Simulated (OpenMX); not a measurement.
## BaTiO3 under changes of volume

One of the cells (12.870 Å³/atom); the others are scaled copies at fixed shape and fractional positions:

```xyz
5
Lattice="4.0073 0.0000 0.0000 0.0000 4.0073 0.0000 0.0000 0.0000 4.0073" Properties=species:S:1:pos:R:3 pbc="T T T"
Ba    2.0398    1.8245    2.0304
Ti    3.7818    0.2804    3.8242
O     2.0859    0.0274    0.2221
O     0.0507    1.9715    0.2113
O     0.0563    3.9108    1.7266
```

| Item | Value |
| --- | --- |
| Program | OpenMX 3.8.5 |
| Functional | PBE |
| Potentials or basis | OpenMX 2013 PBE set, Ba10.0-s3p2d1, Ti7.0-s2p2d1, O6.0-s2p2, fixed grid of 48 × 48 × 48 points |
| k mesh | 7 × 7 × 7 |
| Occupations | fermi-dirac, width 0.05 eV |
| Spin | no spin polarisation |

| volume (Å³/atom) | energy over the lowest point (meV/atom) | gap on the mesh (eV) | largest force (eV/Å) |
| --- | --- | --- | --- |
| 12.098 | ? | ? | ? |
| 12.355 | 125.79 | 2.60 | 6.545 |
| 12.613 | 87.28 | 2.52 | 6.058 |
| 12.870 | 56.10 | 2.45 | 5.622 |
| 13.128 | 31.57 | 2.38 | 5.228 |
| 13.385 | 13.06 | 2.31 | 4.863 |
| 13.642 | 0.00 | 2.25 | 4.545 |

Problem. What does the run at 12.098 Å³/atom give?

Solution. Energy over the lowest point 172.41 meV/atom; gap on the mesh 2.68 eV; largest force 7.069 eV/Å.

Worked out: A Birch-Murnaghan fit of order 3 (a polynomial in V^(-2/3)) to the other rows has no minimum within the range. It gives 172.25 meV/atom at 12.098 Å³/atom, against the run's 172.41. A straight line through the other rows of the gap, of slope -3.53 eV per unit of ln V, extrapolates to 2.67 eV, against the run's 2.68.

Energies are extrapolated to zero smearing.

Caveats: the transition metal has a single d function, too few for pressures, volumes and moments; spin-orbit coupling is left out, which moves the levels of the heavy elements; an odd mesh through Γ misses points on the zone boundary, where band edges often lie; the basis of atomic orbitals isn't converged, which shifts pressures, moduli and gaps; forces of over 1 eV/Å show positions far from the minimum, so gaps and moduli don't describe the material at rest.
